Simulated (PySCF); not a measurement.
## CdSe under changes of volume

One of the cells (28.942 Å³/atom); the others are scaled copies at fixed shape and fractional positions:

```
CELL_PARAMETERS angstrom
0.00000 3.07027 3.07027
3.07027 0.00000 3.07027
3.07027 3.07027 0.00000
ATOMIC_POSITIONS crystal
Cd 0.00000 0.00000 0.00000
Se 0.75000 0.75000 0.75000
```

Measurements of this composition are mostly on another form, of space group No. 186.

* Program: PySCF 2.14.0
* Functional: PBEsol
* Potentials or basis: DZVP-MOLOPT-SR/GTH-PBE (potentials made for PBE)
* k mesh: 3 × 3 × 3
* Occupations: fermi-dirac, width 0.05 eV
* Spin: no spin polarisation

```tsv
volume (Å³/atom)	energy over the lowest point (meV/atom)	gap on the mesh (eV)
27.206	27.79	0.47
27.784	13.70	0.42
28.363	5.10	0.38
28.942	?	?
29.521	0.00	0.30
30.100	2.64	0.26
30.679	8.24	0.22
```

Task: What does the run at 28.942 Å³/atom give?

Result: Energy over the lowest point 0.68 meV/atom; gap on the mesh 0.34 eV.

Worked out: A Birch-Murnaghan fit of order 3 (a polynomial in V^(-2/3)) to the other rows has its minimum at 29.33 Å³/atom with B0 = V·E''(V) = 48 GPa and B' = 6.6. It gives 0.59 meV/atom at 28.942 Å³/atom, against the run's 0.68. A straight line through the other rows of the gap, of slope -2.05 eV per unit of ln V (its deformation potential), gives 0.34 eV, against the run's 0.34.

Energies are extrapolated to zero smearing.

Caveats: all runs use coarse meshes; the potentials were made for another functional, which shifts forces and pressure; the basis of atomic orbitals isn't converged, which shifts pressures, moduli and gaps.

Spin-orbit coupling on Cd, Se is left out.
